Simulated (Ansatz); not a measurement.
# The equilibrium volume of Mg, sorted by core time

The structure is hexagonal, space group P6_3/mmc (No. 194). The conventional cell has a = 3.209 Å, b = 3.209 Å, c = 5.210 Å, α = 90.00°, β = 90.00°, γ = 120.00°. Mg (site symmetry -6m2) is surrounded by 12 Mg at 3.20 to 3.21 Å.

```tsv
rung	level	program and potentials	cutoff (eV)	k mesh	smearing	core time	chip	equilibrium volume (Å³/atom)	notes
GGA	RPBE	Ansatz, Ansatz PAW	420	10 × 10 × 5	fermi-dirac 0.05	7.9 s	Intel Xeon	23.79	potentials made for PBE, which Ansatz adapts in part
GGA + dispersion	PBE+D3(BJ)	Ansatz, Ansatz PAW	420	10 × 10 × 5	fermi-dirac 0.05	8 s	Intel Xeon	21.78	-
GGA + dispersion	PBEsol+D3(BJ)	Ansatz, Ansatz PAW	420	10 × 10 × 5	fermi-dirac 0.05	8 s	Intel Xeon	21.41	potentials made for PBE, which Ansatz adapts in part
GGA + dispersion	revPBE+D3(BJ)	Ansatz, Ansatz PAW	420	10 × 10 × 5	fermi-dirac 0.05	8.5 s	Intel Xeon	21.29	potentials made for PBE, which Ansatz adapts in part
GGA	PBE	Ansatz, Ansatz PAW	420	10 × 10 × 5	fermi-dirac 0.05	9.2 s	Intel Xeon	(a)	-
GGA	revPBE	Ansatz, Ansatz PAW	420	10 × 10 × 5	fermi-dirac 0.05	10 s	Intel Xeon	(b)	potentials made for PBE, which Ansatz adapts in part
meta-GGA	r2SCAN	Ansatz, Ansatz PAW	500	10 × 10 × 5	fermi-dirac 0.05	10 s	AMD EPYC 9B14 Zen 4	22.63	potentials made for PBE, which Ansatz adapts in part
GGA + dispersion	RPBE+D4	Ansatz, Ansatz PAW	420	10 × 10 × 5	fermi-dirac 0.05	40 s	Intel Xeon	(c)	potentials made for PBE, which Ansatz adapts in part
GGA + dispersion	BLYP+D4	Ansatz, Ansatz PAW	420	10 × 10 × 5	fermi-dirac 0.05	44 s	Intel Xeon	23.22	potentials made for PBE, which Ansatz adapts in part
hybrid	HSE03	Ansatz, Ansatz PAW	420	5 × 5 × 3	fermi-dirac 0.05	61 s	Intel Xeon	22.97	coarse mesh; potentials made for PBE, which Ansatz adapts in part
hybrid	HSE06	Ansatz, Ansatz PAW	420	5 × 5 × 3	fermi-dirac 0.05	62 s	Intel Xeon	22.93	coarse mesh; potentials made for PBE, which Ansatz adapts in part
hybrid	B3LYP	Ansatz, Ansatz PAW	420	5 × 5 × 3	fermi-dirac 0.05	62 s	Intel Xeon	23.04	coarse mesh; potentials made for PBE, which Ansatz adapts in part
hybrid	PBE0	Ansatz, Ansatz PAW	420	5 × 5 × 3	fermi-dirac 0.05	66 s	Intel Xeon	22.87	coarse mesh; potentials made for PBE, which Ansatz adapts in part
```

Times are single runs on shared hosts and different chips, so they are rough; meshes, cutoffs and the tasks' sizes weigh on the time. Task: relaxation of cell and atoms. All rows: no spin polarisation. Smearing widths are in eV. For a metal such meshes aren't converged. Meshes differ between rows, which moves values too. Meshes are those of the run's cell of 2 atoms unless a note names another. Relaxations start from the cell shown or near it and stop with a little pressure left. Runs on faulty files, with rough fits or with known faults for this quantity aren't shown. No row holds spin-orbit coupling.

Task: Estimate the values left out from the other rows.

Result: (a) 23.02 Å³/atom; (b) 23.65 Å³/atom; (c) 23.25 Å³/atom.
